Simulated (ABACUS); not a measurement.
## SiC in ABACUS: the effect of target pressure

SiC:

```
CELL_PARAMETERS angstrom
3.07569 0.00000 0.00000
-1.53785 2.66363 0.00000
0.00000 0.00000 10.07065
ATOMIC_POSITIONS crystal
Si 0.00000 0.00000 0.18789
Si 0.00000 0.00000 0.68789
Si 0.33333 0.66667 0.43784
Si 0.66667 0.33333 0.93784
C 0.00000 0.00000 0.00046
C 0.00000 0.00000 0.50046
C 0.33333 0.66667 0.24980
C 0.66667 0.33333 0.74980
```

The cell is a database's computed one.

Alike in all runs:

| Item | Value |
| --- | --- |
| Program | ABACUS 3.10.1 |
| Task | relaxation of cell and atoms |
| Functional | PBE |
| Potentials or basis | PseudoDojo NC SR 0.4.1 PBE standard |
| Cutoff | 1361 eV |
| Density cutoff | 5442 eV |
| Basis | DZP LCAO (the cutoffs set its grid) |
| k mesh | 7 × 7 × 2 |
| Occupations | fermi-dirac, width 0.05 eV |
| Spin | no spin polarisation |

Each run relaxes the cell or the atoms first.

| target pressure | relaxed volume (Å³/atom) |
| --- | --- |
| 0 GPa | ? |
| 5 GPa | 10.45 |
| 10 GPa | 10.22 |
| 20 GPa | 9.83 |
| 30 GPa | 9.50 |

Question: What does the run with target pressure 0 GPa give?

Answer: Relaxed volume 10.70 Å³/atom.

Worked out: In Murnaghan's law V^(-B') rises as a straight line in P. The other rows fit best with B' = 3.9, V0 = 10.71 Å³/atom and B0 = 197 GPa, which gives 10.71 Å³/atom at 0 GPa, against the run's 10.70.

Caveats: the atomic orbitals were generated for these runs and aren't a published set; the basis of atomic orbitals isn't converged, which shifts pressures, moduli and gaps.
